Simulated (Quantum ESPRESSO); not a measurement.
# GaN (F-43m) in Quantum ESPRESSO: notebook, part 3 of 5

Quantum ESPRESSO 7.5. The steps go on from the part before.

**4. Phonons, LDA, target pressure 10 GPa, at which the enthalpy is minimised**

pw.in reads:

```
&CONTROL
  calculation = 'scf'
  prefix = 'pwscf'
  outdir = './tmp'
  pseudo_dir = './pseudo'
  tprnfor = .true.
  tstress = .true.
  disk_io = 'low'
/
&SYSTEM
  ibrav = 0
  A = 3.18693112
  nat = 2
  ntyp = 2
  ecutwfc = 56
  ecutrho = 448
  nbnd = 19
  occupations = 'smearing'
  smearing = 'fd'
  degauss = 0.00367493
/
&ELECTRONS
  conv_thr = 4d-10
  electron_maxstep = 120
  mixing_beta = 0.5
/
ATOMIC_SPECIES
Ga    69.7230 ga_lda_v1.4.uspp.F.UPF
N     14.0070 n_lda_v1.2.uspp.F.UPF
CELL_PARAMETERS alat
   0.0000000000    0.7071067816    0.7071067816
   0.7071067816    0.0000000000    0.7071067816
   0.7071067816    0.7071067816    0.0000000000
ATOMIC_POSITIONS alat
Ga     0.0000000000    0.0000000000    0.0000000000
N      0.3535533908    0.3535533908    0.3535533908
K_POINTS automatic
6 6 6 1 1 1
```

relax.in reads:

```
&CONTROL
  calculation = 'vc-relax'
  prefix = 'pwscf'
  outdir = './tmp'
  pseudo_dir = './pseudo'
  tprnfor = .true.
  tstress = .true.
  disk_io = 'low'
  nstep = 40
  forc_conv_thr = 0.0001
  etot_conv_thr = 1d-06
/
&SYSTEM
  ibrav = 0
  A = 3.18693112
  nat = 2
  ntyp = 2
  ecutwfc = 56
  ecutrho = 448
  nbnd = 19
  occupations = 'smearing'
  smearing = 'fd'
  degauss = 0.00367493
/
&ELECTRONS
  conv_thr = 4d-10
  electron_maxstep = 120
  mixing_beta = 0.5
/
&IONS
  ion_dynamics = 'bfgs'
/
&CELL
  cell_dynamics = 'bfgs'
  press = 100
  press_conv_thr = 0.2
/
ATOMIC_SPECIES
Ga    69.7230 ga_lda_v1.4.uspp.F.UPF
N     14.0070 n_lda_v1.2.uspp.F.UPF
CELL_PARAMETERS alat
   0.0000000000    0.7071067816    0.7071067816
   0.7071067816    0.0000000000    0.7071067816
   0.7071067816    0.7071067816    0.0000000000
ATOMIC_POSITIONS alat
Ga     0.0000000000    0.0000000000    0.0000000000
N      0.3535533908    0.3535533908    0.3535533908
K_POINTS automatic
6 6 6 1 1 1
```

scf2.in reads:

```
&CONTROL
  calculation = 'scf'
  prefix = 'pwscf'
  outdir = './tmp'
  pseudo_dir = './pseudo'
  tprnfor = .true.
  tstress = .true.
  disk_io = 'low'
/
&SYSTEM
  ibrav = 0
  A = 3.10763972
  nat = 2
  ntyp = 2
  ecutwfc = 56
  ecutrho = 448
  nbnd = 19
  occupations = 'fixed'
/
&ELECTRONS
  conv_thr = 1d-13
  electron_maxstep = 120
  mixing_beta = 0.5
  startingpot = 'file'
  startingwfc = 'file'
/
ATOMIC_SPECIES
Ga    69.7230 ga_lda_v1.4.uspp.F.UPF
N     14.0070 n_lda_v1.2.uspp.F.UPF
CELL_PARAMETERS alat
   0.0000000000    0.7071067804    0.7071067804
   0.7071067804    0.0000000000    0.7071067804
   0.7071067804    0.7071067804    0.0000000000
ATOMIC_POSITIONS alat
Ga     0.0000000000    0.0000000000    0.0000000000
N      0.3535533902    0.3535533902    0.3535533902
K_POINTS automatic
6 6 6 1 1 1
```

ph.in reads:

```
phonons of GaN
&INPUTPH
  prefix = 'pwscf'
  outdir = './tmp'
  tr2_ph = 1d-18
  fildyn = 'dyn'
  niter_ph = 90
  alpha_mix(1) = 0.7
  epsil = .true.
/
0.0000000000 0.0000000000 0.0000000000
```

dynmat.in reads:

```
&INPUT
  fildyn = 'dyn'
  asr = 'crystal'
  lperm = .true.
  filout = 'dynmat.disp'
  fileig = 'dynmat.eig'
/
```

dynmat_lo.in reads:

```
&INPUT
  fildyn = 'dyn'
  asr = 'crystal'
  filout = 'dynmat_lo.disp'
  fileig = 'dynmat_lo.eig'
  q(1) = 0
  q(2) = 0
  q(3) = 1
/
```

Potentials or basis: GBRV 1.5 LDA.

On the command line:

```sh
OMP_NUM_THREADS=1 pw.x -in pw.in > pw.out
OMP_NUM_THREADS=1 pw.x -in relax.in > relax.out
OMP_NUM_THREADS=1 pw.x -in scf2.in > scf2.out
OMP_NUM_THREADS=1 ph.x -in ph.in > ph.out
OMP_NUM_THREADS=1 dynmat.x -in dynmat.in > dynmat.out
OMP_NUM_THREADS=1 dynmat.x -in dynmat_lo.in > dynmat_lo.out
```

pw.out:

```text
This program is part of the open-source Quantum ESPRESSO suite
     for quantum simulation of materials; please cite
[... 9 lines left out ...]
     --------------------
     sticks:   dense  smooth     PW     G-vecs:    dense   smooth      PW
     Sum        1123     559    187                24693     8801    1639

     Using Slab Decomposition

     bravais-lattice index     =            0
     lattice parameter (alat)  =       6.0224  a.u.
     unit-cell volume          =     154.4542 (a.u.)^3
     number of atoms/cell      =            2
     number of atomic types    =            2
     number of electrons       =        24.00
     number of Kohn-Sham states=           19
     kinetic-energy cutoff     =      56.0000  Ry
     charge density cutoff     =     448.0000  Ry
     scf convergence threshold =      4.0E-10
     mixing beta               =       0.5000
     number of iterations used =            8  plain     mixing
     Exchange-correlation= SLA  PZ   NOGX NOGC
                           (   1   1   0   0   0   0   0)

     celldm(1)=   6.022427  celldm(2)=   0.000000  celldm(3)=   0.000000
     celldm(4)=   0.000000  celldm(5)=   0.000000  celldm(6)=   0.000000

     crystal axes: (cart. coord. in units of alat)
               a(1) = (   0.000000   0.707107   0.707107 )
               a(2) = (   0.707107   0.000000   0.707107 )
               a(3) = (   0.707107   0.707107   0.000000 )

     reciprocal axes: (cart. coord. in units 2 pi/alat)
               b(1) = ( -0.707107  0.707107  0.707107 )
               b(2) = (  0.707107 -0.707107  0.707107 )
               b(3) = (  0.707107  0.707107 -0.707107 )

     PseudoPot. # 1 for Ga read from file:
     ga_lda_v1.4.uspp.F.UPF
     Pseudo is Ultrasoft + core correction, Zval = 19.0
     Generated by new atomic code, or converted to UPF format
     Using radial grid of  871 points,  6 beta functions with:
                l(1) =   0
                l(2) =   0
                l(3) =   1
                l(4) =   1
                l(5) =   2
                l(6) =   2
     Q(r) pseudized with  8 coefficients,  rinner =    1.250   1.250   1.250
                                                       1.250   1.250

     PseudoPot. # 2 for N  read from file:
     n_lda_v1.2.uspp.F.UPF
     Pseudo is Ultrasoft + core correction, Zval =  5.0
     Generated by new atomic code, or converted to UPF format
     Using radial grid of  729 points,  4 beta functions with:
                l(1) =   0
                l(2) =   0
                l(3) =   1
                l(4) =   1
     Q(r) pseudized with  8 coefficients,  rinner =    0.900   0.900   0.900

     atomic species   valence    mass     pseudopotential
     Ga               19.00    69.72300     Ga( 1.00)
     N                 5.00    14.00700     N ( 1.00)

     24 Sym. Ops. (no inversion) found

   Cartesian axes

     site n.     atom                  positions (alat units)
         1        Ga     tau(   1) = (   0.0000000   0.0000000   0.0000000  )
         2        N      tau(   2) = (   0.3535534   0.3535534   0.3535534  )

     number of k points=    28  Fermi-Dirac smearing, width (Ry)=  0.0037
                       cart. coord. in units 2pi/alat
        k(    1) = (   0.0589256   0.0589256   0.0589256), wk =   0.0185185
        k(    2) = (   0.1767767   0.1767767  -0.0589256), wk =   0.0555556
        k(    3) = (   0.2946278   0.2946278  -0.1767767), wk =   0.0555556
        k(    4) = (  -0.2946278  -0.2946278   0.4124790), wk =   0.0555556
        k(    5) = (  -0.1767767  -0.1767767   0.2946278), wk =   0.0555556
        k(    6) = (  -0.0589256  -0.0589256   0.1767767), wk =   0.0555556
[... 20 lines left out ...]
        k(   27) = (   0.2946278   0.2946278   0.2946278), wk =   0.0185185
        k(   28) = (  -0.2946278  -0.2946278   0.8838835), wk =   0.0555556

     Dense  grid:    24693 G-vectors     FFT dimensions: (  45,  45,  45)

     Smooth grid:     8801 G-vectors     FFT dimensions: (  30,  30,  30)

     Check: negative core charge=   -0.000001

     Initial potential from superposition of free atoms

     starting charge      23.0000, renormalised to      24.0000
     Starting wfcs are   16 randomized atomic wfcs +    3 random wfcs

     Self-consistent Calculation

     iteration #  1     ecut=    56.00 Ry     beta= 0.50
     Davidson diagonalization with overlap
     ethr =  1.00E-02,  avg # of iterations =  5.8

     total energy              =    -432.53065808 Ry
     estimated scf accuracy    <       5.66920019 Ry
[... 57 lines left out ...]
     iteration # 10     ecut=    56.00 Ry     beta= 0.50
     Davidson diagonalization with overlap
     ethr =  1.84E-11,  avg # of iterations =  2.0

     End of self-consistent calculation

          k = 0.0589 0.0589 0.0589 (  1091 PWs)   bands (ev):

   -81.8585 -81.8584 -81.8584  -5.2620  -3.0275  -3.0275  -3.0104  -2.7148
    -2.7148   9.6454  10.3914  10.3914  12.8559  20.2149  20.7043  20.7043
    27.8995  28.0365  28.0365
[... 87 lines left out ...]
   -81.8598 -81.8591 -81.8590  -4.3124  -2.9425  -2.7500  -2.7433  -2.6419
    -0.9250   4.4033   7.4601   7.8348  14.0813  17.1658  21.8194  23.9962
    24.0164  32.4055  34.2999

          k =-0.5303 0.1768-0.0589 (  1086 PWs)   bands (ev):

   -81.8596 -81.8591 -81.8589  -4.3573  -2.9041  -2.8422  -2.7758  -2.6591
    -1.3052   4.9200   7.3758   8.1462  15.4370  17.8373  20.6027  22.9165
    24.2927  31.6936  32.7730

          k =-0.4125 0.0589 0.0589 (  1084 PWs)   bands (ev):
[... 61 lines left out ...]
   -81.8597 -81.8589 -81.8587  -4.4011  -2.9418  -2.8965  -2.7128  -2.6818
    -1.1716   3.7817   7.9310   9.1591  16.3076  17.8584  20.5528  21.4566
    26.7536  29.0485  29.8047

     the Fermi energy is    11.4595 ev

!    total energy              =    -435.21592558 Ry
     estimated scf accuracy    <          6.8E-11 Ry
     smearing contrib. (-TS)   =      -0.00000000 Ry
     internal energy E=F+TS    =    -435.21592558 Ry

     The total energy is F=E-TS. E is the sum of the following terms:
     one-electron contribution =    -337.29205044 Ry
     hartree contribution      =     180.95782530 Ry
     xc contribution           =     -53.20070245 Ry
     ewald contribution        =    -225.68099800 Ry

     convergence has been achieved in  10 iterations

     Forces acting on atoms (cartesian axes, Ry/au):

     atom    1 type  1   force =     0.00000000    0.00000000   -0.00000000
     atom    2 type  2   force =    -0.00000000   -0.00000000    0.00000000

     Total force =     0.000000     Total SCF correction =     0.000000

     Computing stress (Cartesian axis) and pressure

          total   stress  (Ry/bohr**3)                   (kbar)     P=      -57.25
  -0.00038920   0.00000000   0.00000000          -57.25        0.00        0.00
   0.00000000  -0.00038920  -0.00000000            0.00      -57.25       -0.00
  -0.00000000  -0.00000000  -0.00038920           -0.00       -0.00      -57.25

=------------------------------------------------------------------------------=
   JOB DONE.
=------------------------------------------------------------------------------=
```

relax.out:

```text
This program is part of the open-source Quantum ESPRESSO suite
     for quantum simulation of materials; please cite
[... 9 lines left out ...]
     --------------------
     sticks:   dense  smooth     PW     G-vecs:    dense   smooth      PW
     Sum        1123     559    187                24693     8801    1639
[... 1617 lines left out ...]
   0.00068127   0.00000000   0.00000000          100.22        0.00        0.00
   0.00000000   0.00068127   0.00000000            0.00      100.22        0.00
   0.00000000   0.00000000   0.00068127            0.00        0.00      100.22

=------------------------------------------------------------------------------=
   JOB DONE.
=------------------------------------------------------------------------------=
```

scf2.out:

```text
This program is part of the open-source Quantum ESPRESSO suite
     for quantum simulation of materials; please cite
[... 9 lines left out ...]
     --------------------
     sticks:   dense  smooth     PW     G-vecs:    dense   smooth      PW
     Sum        1069     517    163                22995     7991    1459
[... 328 lines left out ...]
   0.00068168   0.00000000   0.00000000          100.28        0.00        0.00
   0.00000000   0.00068168  -0.00000000            0.00      100.28       -0.00
  -0.00000000  -0.00000000   0.00068168           -0.00       -0.00      100.28

=------------------------------------------------------------------------------=
   JOB DONE.
=------------------------------------------------------------------------------=
```

It took 3 min on 1 thread of Intel Xeon 6975P-C (Granite Rapids), shared host; peak memory 0.14 GiB.

Results:

```yaml
Free_energy: -5921.3954 eV
Relaxed_volume: 10.61 Å³/atom
Relaxed_cell: a = 3.108 Å, b = 3.108 Å, c = 3.108 Å, α = 60.00°, β = 60.00°, γ = 60.00°
Space_group_after_relaxing_to_0.05_Å: F-43m (No. 216)
Pressure_after_relaxing: 10.0 GPa
Electronic_dielectric_tensor_diagonal: 5.53
Born_charges_mean_of_the_diagonal: Ga +2.62; N -2.62 e
Highest_phonon_frequency_at_Γ_LO-TO_splitting_left_out: 590 cm⁻¹
Static_dielectric_tensor_diagonal: 9.44
```

Step by step:
| step | energy change (eV) | largest force (eV/Å) | pressure (GPa) | volume (Å³) |
| --- | --- | --- | --- | --- |
| 1 | 0.0000 | 0.0000 | -5.73 | 22.89 |
| 2 | 0.0249 | 0.0000 | 11.43 | 21.10 |
| 3 | 0.0158 | 0.0000 | 9.79 | 21.24 |
| 4 | 0.0169 | 0.0000 | 10.00 | 21.22 |

Final structure:
```cif
data_structure
_symmetry_space_group_name_H-M 'P 1'
_symmetry_Int_Tables_number 1
_cell_length_a 3.1076
_cell_length_b 3.1076
_cell_length_c 3.1076
_cell_angle_alpha 60.000
_cell_angle_beta 60.000
_cell_angle_gamma 60.000
_cell_volume 21.22
loop_
_atom_site_label
_atom_site_type_symbol
_atom_site_fract_x
_atom_site_fract_y
_atom_site_fract_z
_atom_site_occupancy
Ga1 Ga 0.00000 0.00000 0.00000 1
N1 N 0.25000 0.25000 0.25000 1
```

Phonon frequencies in cm⁻¹ (negative: imaginary):
| q point | frequencies |
| --- | --- |
| (0.000, 0.000, 0.000) | -10 -10 -10 590 590 590 |

Electronic dielectric tensor:
```
5.53 0.00 0.00
0.00 5.53 0.00
0.00 0.00 5.53
```

Born effective charge tensors (e):
atom 1, Ga
```
2.62 0.00 0.00
0.00 2.62 0.00
0.00 0.00 2.62
```
atom 2, N
```
-2.62  0.00  0.00
 0.00 -2.62  0.00
 0.00  0.00 -2.62
```

Optical modes at Γ, degenerate ones joined, polar ones without the macroscopic field:
| cm⁻¹ | components | symmetry | active in | IR intensity, summed ((D/Å)²/amu) |
| --- | --- | --- | --- | --- |
| 590 | 3 | T2 | IR and Raman | 40.63 |

Zone-centre frequencies without and with the macroscopic field along z (cm⁻¹):
```tsv
	optical modes in rising order
without	590 590 590
with the field	590 590 771
```

Static dielectric tensor, electrons and zone-centre modes:
```
9.44 0.00 0.00
0.00 9.44 0.00
0.00 0.00 9.44
```

Caveat: the cell is more than 3 GPa from zero pressure, which shifts response properties.

[end of part 3 of 5]
